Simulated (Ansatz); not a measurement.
A 4-atom cell of SnSe (I4/mmm) from a materials database, relaxed with r2SCAN+rVV10, was run in the PAW code Ansatz under altered settings. All numbers are computed, without spin polarisation but where a row says otherwise.

```xyz
4
Lattice="4.2193 0.0000 0.0000 0.0000 4.2193 0.0000 0.0000 0.0000 5.9930" Properties=species:S:1:pos:R:3 pbc="T T T"
Sn    2.1097    0.0000    1.4988
Sn    0.0000    2.1097    4.4942
Se    2.1097    0.0000    4.4942
Se    0.0000    2.1097    1.4989
```

The base run's other keys:
```yaml
kpoints:
  mp_grid: { grid: [4, 4, 2] }
hamiltonian:
  xc: hse06
scf:
  occupations: { method: fixed }
  n_extra_bands: 5
```

It takes 18 iterations with 2073 plane waves at 420 eV and 12 k points, and leaves a mean stress of +0.42 GPa. The gap over this mesh is 0.561 eV. It ran on 4 threads of Arm Neoverse N1, on a shared host.

Outcomes, with energy and stress as changes against the base:
```tsv
setting	outcome	ΔF (meV/atom)	Δ mean stress (GPa)	gap on the mesh (eV)	iterations	wall time
PBE hybrid, exx coeff 0.1, omega 0.3 1/Å	converged	–	+0.9	0.645	15	31 s
PBE hybrid, exx coeff 0.4, omega 0.2078 1/Å	converged	–	-0.7	0.467	20	39 s
PBE hybrid, exx coeff 0.3, omega 0.3 1/Å	converged	–	-0.1	0.564	19	37 s
basis.xc_grid: 1	converged	0.0	0.0	0.561	18	35 s
```
A dash marks a value that wasn't obtained or can't be compared. Stress is positive in compression. The base took 36 s. The base's mesh is coarse for a hybrid, so its own values aren't converged.

- PBE hybrid, exx coeff 0.1, omega 0.3 1/Å. That is 10 % exact exchange, screened with ω = 0.3 1/Å, against HSE06's 25 % screened at 0.208 1/Å. The mean stress moves by +0.9 GPa and the gap on the mesh by +0.084 eV (to 0.645). Totals of different functionals aren't comparable.
- PBE hybrid, exx coeff 0.4, omega 0.2078 1/Å. That is 40 % exact exchange, screened with ω = 0.2078 1/Å, against HSE06's 25 % screened at 0.208 1/Å. The mean stress moves by -0.7 GPa and the gap on the mesh by -0.094 eV (to 0.467). Totals of different functionals aren't comparable.

Within 1 meV an atom, 0.1 GPa and 0.005 eV of the base stay: basis.xc_grid: 1.

Spin-orbit coupling is left out, which matters wherever the heavy atoms make up the band edges.

The stress of a hybrid is loosely converged in these runs.

The meshes of the hybrids are coarse, so their gaps aren't converged to the digits shown.
